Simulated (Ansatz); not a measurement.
# Stack of 1T-NbTe2 under Sb2Se3 quintuple layer, upper layer turned by 180° in a perpendicular field, part 2 of 3

Aim: how the stack of 1T-NbTe2 under Sb2Se3 quintuple layer, upper layer turned by 180° screens a field along its normal, and what the field does to its bands. A positive field points along +c.

Ansatz 0.2.0; plane-wave DFT, PBE-D3(BJ), Ansatz PAW.

So far. Step 2 (Relaxing the slab): The lattice constant a goes from 4.089 to 3.851 Å.

### Step 3. Single point, field 0, start network

A sawtooth potential applies the field, turning back in the middle of the vacuum. With the dipole correction the typed value is the field outside the slab. The induced dipole is small, so the SCF threshold is tight.

The cell differs from the one that the last finished run ended in (c 58.354 → 31.569 Å).

input.yaml reads:

```yaml
crystal:
  lattice:
    - [3.8511794803, 0.0, 0.0]
    - [-1.9255897401, 3.3352192645, 0.0]
    - [0.0, 0.0, 31.5688305343]
  atoms:
    - { symbol: Te, position: [0.6666666667, 0.3333333333, 0.2850913337] }
    - { symbol: Nb, position: [0.0, 0.0, 0.3410662911] }
    - { symbol: Te, position: [0.3333333333, 0.6666666667, 0.3964462519] }
    - { symbol: Se, position: [0.0, 0.0, 0.4880158421] }
    - { symbol: Sb, position: [0.6666666667, 0.3333333333, 0.539920941] }
    - { symbol: Se, position: [0.3333333333, 0.6666666667, 0.6015106151] }
    - { symbol: Sb, position: [0.0, 0.0, 0.6631037639] }
    - { symbol: Se, position: [0.6666666667, 0.3333333333, 0.7149086663] }
kpoints:
  mp_grid: { grid: [12, 12, 1] }
  band_path:
    path: [[0, 0, 0], [0.5, 0, 0], [0.33333333, 0.33333333, 0], [0, 0, 0]]
    npoints: 16
hamiltonian:
  xc: pbe
  dispersion: d3bj
scf:
  occupations: { method: fermi_dirac, width: 0.05 }
  convergence: { dr2_threshold: 1.0e-10 }
efield:
  axis: 3
  dipole_correction: true
  ramp_position: 0.97
  ramp_width: 0.06
  amplitude: 0
output:
  dos: { projected: true, e_range: [-6, 5] }
  bader: true
  write_potential: true
  write_density: true
  volumetric_format: npy
  elf: true
```

Run with:

```bash
> ansatz run input.yaml --threads 4 --pin off --max-ram 12288MiB --backend cpu --events-out ev --progress --plain --runs-dir out
```

Numbers of over 12 decimals in the logs are rounded to 6 here.

What it wrote:

```text
[...]
Crystal: 8 atoms, lattice volume = 405.487 Å³
Basis set: ecut = 420 eV, 7965 PW (Γ)
Bands: 74, of which v1, the nominal top of the filled ones, is band 62 counted from 1 (61 counted from 0)
Symmetry: 6 space group operations
[...]
k-points: 19 of 144 (time reversal used)
[...]
SCF iter   1: F=—  HF=-47893.771574 eV  |F-HF|=—  |Δ(HF+E_count)|=         —  Δρ=1.63e-3  dr2=5.92e-2  ethr=1.77e-3  p=0.001 e·Å  D=2.98e-4 V/Å  ΔV_dip=-0.01 eV  dr2_dipole=9.38e-3  V_vac-E_F(+/−)=4.77/4.78 eV  ⟨swp⟩=9.0  Hψ=5910  notcnv=0  defer=14
efield: sawtooth ramp at fractional position 0.9700 (set: `efield.ramp_position`, or a place that a band, a saddle search or an elastic batch's reference lends), width 0.0600; the density the first Hamiltonian is built on has a dipole p = 0.001 e·Å; the dipole correction subtracts the counter field D = 2.98e-4 V/Å, which shifts the + side's vacuum level by -0.01 eV against the − side's; the planar-averaged density in the ramp window peaks in size at 1.2e-5 e/Å³
[...]
SCF iter   2: F=—  HF=-47893.840788 eV  |F-HF|=—  |Δ(HF+E_count)|=   6.92e-2  Δρ=3.84e-3  dr2=1.34e0  ethr=4.82e-5  p=-0.023 e·Å  D=-1.01e-2 V/Å  ΔV_dip=0.32 eV  dr2_dipole=4.42e-1  V_vac-E_F(+/−)=5.05/4.73 eV  ⟨swp⟩=3.2  Hψ=2663  notcnv=0  defer=28
[...]
SCF iter  15: F=-47893.768721 eV  HF=-47893.768721 eV  |F-HF|=1.38e-10  |Δ(HF+E_count)|=  1.46e-11  Δρ=3.41e-8  dr2=5.16e-11  ethr=1.00e-12  p=0.001 e·Å  D=6.60e-4 V/Å  ΔV_dip=-0.02 eV  dr2_dipole=7.70e-12  V_vac-E_F(+/−)=4.69/4.71 eV  ⟨swp⟩=1.0  Hψ=2860  notcnv=0
SCF 1 converged in 15 iterations: F = -47893.768721 eV  dr2 = 5.16e-11
[...]
NSCF: frozen V_eff on 49 k-points
efield: sawtooth ramp at fractional position 0.9700 (kept from the solve that this one continues, or follows in the run), width 0.0600; the density the first Hamiltonian is built on has a dipole p = 0.001 e·Å; the dipole correction subtracts the counter field D = 6.60e-4 V/Å, which shifts the + side's vacuum level by -0.02 eV against the − side's; the planar-averaged density in the ramp window peaks in size at 1.1e-5 e/Å³
[...]
SCF converged after 15 iterations
Free energy (F): -47893.768721 eV
[...]
Internal energy: -47893.750770 eV  (E = F + TS)
E sigma→0 (E₀):  -47893.759746 eV
Entropy (-TS):   -0.017951 eV (-2.244 meV/atom)
Fermi energy:    3.175723 eV
Dipole field:    D = 0.000662 V/Å  (p = 0.001484 e·Å, saw-weighted, corrected)
Work function:   Φ+ = 4.6940 eV   Φ− = 4.7149 eV
Levels:          The Fermi level and band energies are counted from a zero that moves with the ramp; work functions are not
[...]
--- Band table (eV; the first three rows and the last of 19) ---
  k-point 0: bands = [... 58 lower, 2.8781, 3.0818, 3.0818, 3.4756, 3.6908, 3.6908, 3.9527, 4.5041, ... 8 higher]
  k-point 1: bands = [... 58 lower, 2.5509, 2.7852, 2.9680, 3.2674, 3.9380, 3.9604, 4.2380, 4.5477, ... 8 higher]
  k-point 2: bands = [... 58 lower, 2.2156, 2.3890, 2.7125, 3.0845, 4.1195, 4.2591, 4.3890, 4.8163, ... 8 higher]
  k-point 18: bands = [... 58 lower, 0.8488, 1.7163, 1.8029, 3.8641, 3.9343, 4.1832, 4.3306, 5.0900, ... 8 higher]
--- Bader charges: 8 sites ---
  site symbol  charge [e]  shift [e]
     0     Te     -0.5735     0.0001
     1     Nb      1.1476     0.0003
     2     Te     -0.5590     0.0002
     3     Se     -0.5637     0.0002
     4     Sb      0.9121     0.0002
     5     Se     -0.7286     0.0000
     6     Sb      0.9304     0.0002
     7     Se     -0.5653     0.0002
  estimated error of the sums over rays = 4.5e-4 e
```

Wall time 35 s (4 threads of Intel Xeon Platinum 8488C (Sapphire Rapids), shared host); peak memory 1.7 GiB; 2.3 min of CPU time.

This step gave:

```yaml
energy_at_zero_smearing: -47893.7597 eV
work_function_upper_face: 4.694 eV
work_function_lower_face: 4.715 eV
dipole_along_the_normal: 0.001484 e·Å
step_between_the_vacuum_levels: -0.02090 eV
```

Running mean over a fixed 2.8 Å (it still follows the layers) of the planar mean; the ramp of the sawtooth is left out. Electron's electrostatic potential energy less the Fermi level against z:

z (Å), electron's electrostatic potential energy less the Fermi level (eV) and a bar from the least value:
```
        4       4.71 ##############################
        5       4.71 ##############################
        6       4.64 ##############################
        7       3.52 ###########################
        8       1.65 ######################
        9      -1.78 #############
       10      -5.84 ###
       11      -6.83 
       12      -4.59 ######
       13      -0.24 #################
       14       0.15 ##################
       15      -1.13 ###############
       16      -4.49 ######
       17      -4.93 #####
       18      -4.18 #######
       19      -2.71 ###########
       20      -4.22 #######
       21      -4.94 #####
       22      -4.40 ######
       23      -0.68 ################
       24       2.49 ########################
       25       4.47 #############################
       26       4.68 ##############################
       27       4.69 ##############################
       28       4.69 ##############################
```

The density of states has structure finer than the step of the table below, so its rows give means over 0.25 eV, whole bins alone (the curve runs from -6 to 1.99 eV). Peaks (eV: height): -3.850: 16.4, -3.740: 15.2, -2.660: 12.4, 1.060: 22.2, 1.360: 27.9, 1.580: 13.4, 1.940: 20.8.

The density of states by energy, zero at the Fermi level; means over each step:

energy (eV), density of states (states/eV a cell) and a bar:
```
    -5.75        1.2 #
    -5.50        1.5 ##
    -5.25        1.7 ##
    -5.00        4.1 ##########
    -4.75        5.4 ##############
    -4.50        6.2 #################
    -4.25        4.9 #############
    -4.00        6.1 #################
    -3.75        9.4 ###########################
    -3.50        6.8 ###################
    -3.25        6.0 ################
    -3.00        5.1 #############
    -2.75       10.3 ##############################
    -2.50        9.4 ###########################
    -2.25        6.1 ################
    -2.00        6.3 #################
    -1.75        5.3 ##############
    -1.50        6.0 ################
    -1.25        4.2 ##########
    -1.00        5.7 ###############
    -0.75        3.3 #######
    -0.50        3.2 #######
    -0.25        2.3 ####
     0.00        3.0 #######
     0.25        1.4 #
     0.50        1.0 
     0.75        5.7 ###############
     1.00        8.1 #######################
     1.25        7.5 #####################
     1.50        8.0 #######################
     1.75        4.4 ###########
```

Projected DOS per atom over height of the atomic layer and energy from the Fermi level. Layers: Te Nb Te Se Sb Se Sb Se from below.

Values in states/eV, 22 rows by 8 columns, each cell a mean:
```
0.17 0.38 0.06 0.93 1.50 0.06 1.34 0.95
0.45 3.19 0.34 0.75 1.42 0.10 1.58 0.75
0.61 3.32 0.58 0.45 0.67 0.13 0.76 0.46
0.50 1.53 0.51 0.50 0.79 0.17 0.68 0.53
0.16 0.82 0.15 0.01 0.03 0.01 0.02 0.02
0.27 1.89 0.30 0.03 0.05 0.03 0.02 0.03
0.25 1.12 0.23 0.27 0.15 0.25 0.13 0.26
0.39 0.55 0.35 0.49 0.22 0.55 0.26 0.54
0.83 0.46 0.77 0.72 0.37 0.83 0.35 0.71
0.92 0.69 0.90 0.64 0.27 1.02 0.23 0.64
1.13 0.49 0.97 0.67 0.18 1.28 0.17 0.73
1.06 1.08 0.99 0.80 0.23 0.83 0.21 0.82
1.61 2.15 1.57 1.22 0.41 1.02 0.32 1.23
1.09 1.14 1.01 0.96 0.52 0.65 0.44 1.11
0.92 0.72 0.65 0.93 0.55 0.59 0.66 1.18
1.21 0.84 0.99 0.85 0.68 0.72 0.74 1.20
1.06 0.65 1.05 0.76 0.58 0.72 0.64 0.83
0.58 0.65 0.98 0.97 0.57 0.67 0.62 0.63
0.32 0.44 0.66 0.96 0.70 0.69 0.71 0.70
0.08 0.15 0.26 0.57 0.57 0.67 0.58 0.45
0.00 0.00 0.02 0.24 0.35 0.45 0.30 0.17
0.00 0.00 0.01 0.22 0.36 0.46 0.33 0.17
```
Columns: height of the atomic layer (Å) from 9 to 22.6 (not evenly spaced); rows upwards: energy from the Fermi level (eV) from -5.96 to 1.96.

The electronic bands at the labelled points (eV, zero at the Fermi level):

```
  point  band 58  band 59  band 60  band 61  band 62  band 63  band 64  band 65
      Γ    -1.14    -0.30    -0.09    -0.09     0.30     0.52     0.52     0.78
halfway    -1.64    -1.14    -1.02    -0.52    -0.35     0.71     1.17     1.31
      M    -1.98    -1.93    -1.13    -0.96    -0.68     0.63     1.04     1.39
halfway    -2.34    -1.98    -1.66    -1.08     0.18     0.94     1.10     1.32
      K    -2.44    -2.33    -1.46    -1.37     0.69     0.76     1.01     1.15
halfway    -1.97    -1.24    -0.92    -0.84     0.12     0.77     1.18     1.47
      Γ    -1.14    -0.30    -0.09    -0.09     0.30     0.52     0.52     0.78
```

Valence density in the ca plane at fractional y = 0.333, with atoms of Te and Sb and Se within 0.2 Å of it. It is the smooth field of the valence electrons, not physical close to the nuclei.

Values in units of 1e0 e/Å³, 6 rows by 16 columns, each cell a mean:
```
0.0 0.0 0.0 0.0 0.0 0.0 0.4 1.2 0.3 0.1 0.1 0.1 0.0 0.1 0.4 1.1
0.0 0.0 0.0 0.0 0.0 0.1 2.2 8.9 0.5 0.1 0.1 0.0 0.0 0.1 1.5 9.8
0.0 0.0 0.0 0.0 0.0 0.1 1.6 6.1 0.4 0.1 0.1 0.0 0.0 0.1 1.1 6.3
0.0 0.0 0.0 0.0 0.0 0.0 0.2 0.5 0.2 0.2 0.2 0.1 0.1 0.2 0.3 0.5
0.0 0.0 0.0 0.0 0.0 0.0 0.1 0.1 0.2 0.3 0.4 0.2 0.1 0.3 0.2 0.1
0.0 0.0 0.0 0.0 0.0 0.0 0.1 0.2 0.2 0.3 0.4 0.2 0.1 0.3 0.2 0.1
```
Columns run along c (16.0 Å, from fractional 0.06 to 0.57 of the cell), rows up along a (3.9 Å). Atoms in or near the plane, at fractional coordinates: Te at (0.29, 0.67), Sb at (0.54, 0.67).

ELF in the ca plane at fractional y = 0.333, with atoms of Te and Sb and Se within 0.2 Å of it. It is the smooth field of the valence electrons, not physical close to the nuclei.

Ten even steps from '0' (0.00) to '9' (0.85), each cell a mean:
```
76667631235555310134544444433443222346889986
64335652122221000011233322442111001358888998
51014663110000000000233000343100001368635999
50003563110000000000133000243100000368624899
63235653122211000001233212442111001258878998
76567632235554310134444444433343212347899987
66666311246766520267764433335665334444566653
12333111247767631378875311247886544433221100
12332111247767631478875211247886544433211000
56665311247777521367765433336775434444555542
```
Columns run along c (16.0 Å, from fractional 0.26 to 0.77 of the cell), rows up along a (3.9 Å). Atoms in or near the plane, at fractional coordinates: Te at (0.29, 0.67), Sb at (0.54, 0.67), Se at (0.71, 0.67).

Electrostatic potential energy in the ca plane at fractional y = 0.333, with atoms of Te and Sb and Se within 0.2 Å of it. With pseudopotentials it is smooth inside the atoms' cores, unlike the true potential.

Values in eV, 6 rows by 16 columns, each cell a mean:
```
  8   8   8   8   8   7  -3 -10   1   4   5   6   7   5  -5 -15
  8   8   8   8   8   7  -5   5  -4   6   7   7   7   5 -14 -23
  8   8   8   8   8   7  -6   1  -3   6   6   7   7   5 -13 -23
  8   8   8   8   8   7   0  -7   1   3   3   5   7   5  -1  -9
  8   8   8   8   8   8   6   5   0  -2  -3   1   6   1   3   4
  8   8   8   8   8   8   6   4   0  -1  -1   2   6   2   3   3
```
Columns run along c (16.0 Å, from fractional 0.06 to 0.57 of the cell; values clipped at the 3rd and 97th percentile), rows up along a (3.9 Å). Atoms in or near the plane, at fractional coordinates: Te at (0.29, 0.67), Sb at (0.54, 0.67).

The work function of the upper face is 4.69 eV.

### Step 4. Single point, field 0.1 V/Å

input.yaml, as its differences from that of step 3:

```diff
@@ -28,8 +28,6 @@
   dipole_correction: true
-  ramp_position: 0.97
-  ramp_width: 0.06
-  amplitude: 0
+  ramp_position: 0.9652
+  ramp_width: 0.064
+  amplitude: 0.1
 output:
-  dos: { projected: true, e_range: [-6, 5] }
-  bader: true
   write_potential: true
@@ -37,2 +35 @@
   volumetric_format: npy
-  elf: true
```

What it wrote:

```text
[...]
Crystal: 8 atoms, lattice volume = 405.487 Å³
Basis set: ecut = 420 eV, 7965 PW (Γ)
Bands: 74, of which v1, the nominal top of the filled ones, is band 62 counted from 1 (61 counted from 0)
Symmetry: 6 space group operations
[...]
k-points: 19 of 144 (time reversal used)
[...]
k-point 0: bands = [... 58 lower, 2.8761, 3.0635, 3.0635, 3.4737, 3.6705, 3.6705, 3.9560, 4.5160, ... 8 higher]
  k-point 1: bands = [... 58 lower, 2.5321, 2.7663, 2.9740, 3.2522, 3.9297, 3.9408, 4.2436, 4.5574, ... 8 higher]
  k-point 2: bands = [... 58 lower, 2.2256, 2.3698, 2.7170, 3.0672, 4.1143, 4.2401, 4.3891, 4.8280, ... 8 higher]
  k-point 18: bands = [... 58 lower, 0.8428, 1.7292, 1.8153, 3.8686, 3.9161, 4.1654, 4.3194, 5.1001, ... 8 higher]
[key lines of the parts left out:]
SCF converged after 17 iterations
Free energy (F): -47893.774418 eV
Fermi energy:    3.158008 eV
Dipole field:    D = 0.050192 V/Å  (p = 0.112473 e·Å, saw-weighted, corrected)
```

The job ended after 27 s (4 threads; peak memory 1.5 GiB).

The dipole is 0.112 e·Å, 0.111 e·Å from its value without field.

### Step 5. Atoms held, field -0.1 V/Å

input.yaml, as its differences from that of step 4:

```diff
@@ -30,3 +30,3 @@
   ramp_width: 0.064
-  amplitude: 0.1
+  amplitude: -0.1
 output:
```

What it wrote:

```text
[...]
Crystal: 8 atoms, lattice volume = 405.487 Å³
Basis set: ecut = 420 eV, 7965 PW (Γ)
Bands: 74, of which v1, the nominal top of the filled ones, is band 62 counted from 1 (61 counted from 0)
Symmetry: 6 space group operations
[...]
k-points: 19 of 144 (time reversal used)
[...]
k-point 0: bands = [... 58 lower, 2.8790, 3.1003, 3.1003, 3.4768, 3.7112, 3.7112, 3.9488, 4.4904, ... 8 higher]
  k-point 1: bands = [... 58 lower, 2.5700, 2.8043, 2.9607, 3.2830, 3.9443, 3.9801, 4.2322, 4.5369, ... 8 higher]
  k-point 2: bands = [... 58 lower, 2.2053, 2.4084, 2.7072, 3.1022, 4.1217, 4.2782, 4.3896, 4.8030, ... 8 higher]
  k-point 18: bands = [... 58 lower, 0.8546, 1.7018, 1.7889, 3.8574, 3.9528, 4.2009, 4.3425, 5.0784, ... 8 higher]
[key lines of the parts left out:]
SCF converged after 17 iterations
Free energy (F): -47893.774117 eV
Fermi energy:    3.193785 eV
Dipole field:    D = -0.048805 V/Å  (p = -0.109365 e·Å, saw-weighted, corrected)
```

Elapsed: 27 s, on 4 threads; peak memory 1.5 GiB.

The dipole is -0.109 e·Å, -0.111 e·Å from its value without field.

### Step 6. Single point, field 0.5 V/Å

input.yaml, as its differences from that of step 5:

```diff
@@ -28,5 +28,5 @@
   dipole_correction: true
-  ramp_position: 0.9652
-  ramp_width: 0.064
-  amplitude: -0.1
+  ramp_position: 0.9134
+  ramp_width: 0.1675
+  amplitude: 0.5
 output:
```

What it wrote:

```text
[...]
Crystal: 8 atoms, lattice volume = 405.487 Å³
Basis set: ecut = 420 eV, 7965 PW (Γ)
Bands: 74, of which v1, the nominal top of the filled ones, is band 62 counted from 1 (61 counted from 0)
Symmetry: 6 space group operations
[...]
k-points: 19 of 144 (time reversal used)
[...]
k-point 0: bands = [... 58 lower, 2.8586, 2.9962, 2.9962, 3.4604, 3.5935, 3.5935, 3.9622, 4.5465, ... 8 higher]
  k-point 1: bands = [... 58 lower, 2.4624, 2.6960, 2.9840, 3.1982, 3.8669, 3.8846, 4.2593, 4.5829, ... 8 higher]
  k-point 2: bands = [... 58 lower, 2.2535, 2.2981, 2.7260, 3.0046, 4.0730, 4.1682, 4.3917, 4.8580, ... 8 higher]
  k-point 18: bands = [... 58 lower, 0.8180, 1.7645, 1.8499, 3.8489, 3.8680, 4.0972, 4.2812, 5.1248, ... 8 higher]
[key lines of the parts left out:]
SCF converged after 17 iterations
Free energy (F): -47893.908529 eV
Fermi energy:    3.094195 eV
Dipole field:    D = 0.249342 V/Å  (p = 0.558742 e·Å, saw-weighted, corrected)
```

The job ended after 27 s (4 threads; peak memory 1.5 GiB; 1.8 min of CPU time).

The dipole is 0.559 e·Å, 0.557 e·Å from its value without field.

### Step 7. Atoms held, field -0.3 V/Å

input.yaml, as its differences from that of step 6:

```diff
@@ -28,6 +28,8 @@
   dipole_correction: true
-  ramp_position: 0.9134
-  ramp_width: 0.1675
-  amplitude: 0.5
+  ramp_position: 0.9629
+  ramp_width: 0.0685
+  amplitude: -0.3
 output:
+  dos: { projected: true, e_range: [-6, 5] }
+  bader: true
   write_potential: true
@@ -35 +37,2 @@
   volumetric_format: npy
+  elf: true
```

What it wrote:

```text
[...]
Crystal: 8 atoms, lattice volume = 405.487 Å³
Basis set: ecut = 420 eV, 7965 PW (Γ)
Bands: 74, of which v1, the nominal top of the filled ones, is band 62 counted from 1 (61 counted from 0)
Symmetry: 6 space group operations
[...]
k-points: 19 of 144 (time reversal used)
[...]
--- Bader charges: 8 sites ---
  site symbol  charge [e]  shift [e]
     0     Te     -0.5540     0.0001
     1     Nb      1.1484     0.0003
     2     Te     -0.5634     0.0002
     3     Se     -0.5584     0.0002
     4     Sb      0.9096     0.0002
     5     Se     -0.7286     0.0000
     6     Sb      0.9320     0.0002
     7     Se     -0.5855     0.0002
  estimated error of the sums over rays = 4.5e-4 e
[key lines of the parts left out:]
SCF converged after 17 iterations
Free energy (F): -47893.818136 eV
Fermi energy:    3.230008 eV
Dipole field:    D = -0.147611 V/Å  (p = -0.330777 e·Å, saw-weighted, corrected)
```

The job ended after 39 s (4 threads; peak memory 1.7 GiB).

The dipole is -0.331 e·Å, -0.332 e·Å from its value without field.

[end of part 2 of 3]

[Logs are printed without paths, hosts, clocks, repeated set-up lines and the standing remarks that a program may print on its own settings, such as how far it seeks lower states.]

[Hosts, paths, dates, database ids (printed as entryN), source tags and the programs' standing remarks are cut or masked in the printed files.]

[Maps of the electrostatic potential energy from Ansatz leave out the sawtooth potential of an applied field or a dipole correction, so their vacuum need not be flat; planar profiles and work functions include it.]

[The density of states shown here was stored with 400 of the rows of the run's finer table, so its peaks can read low, often by over a quarter, or be missed, and its means over a window can be off by a tenth or more.]
